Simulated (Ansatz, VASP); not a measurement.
## One calculation of Na, two programs

```xyz
1
Lattice="3.2376 0.0000 0.0000 0.0000 3.2376 0.0000 0.0000 0.0000 3.2376" Properties=species:S:1:pos:R:3 pbc="T T T"
Na    0.0000    0.0000    0.0000
```

Change from the starting cell: volume scaled by 0.85, LAPW.

Alike in both runs: task single point; functional PBE; k mesh 12 × 12 × 12; occupations fermi-dirac, width 0.05 eV; no spin polarisation.

|  | VASP | Ansatz |
| --- | --- | --- |
| version | VASP 6.6.1 | Ansatz 0.2.0 |
| potentials or method | VASP PAW PBE potentials, release 64 (Na_pv), cutoff 520 eV | all-electron LAPW, scalar-relativistic |

```tsv
	VASP	Ansatz	Ansatz less VASP
pressure (GPa)	1.3	1.3	+0.06
```

Ansatz ran all-electron here, so the differences hold the error of VASP's frozen core and of both bases.
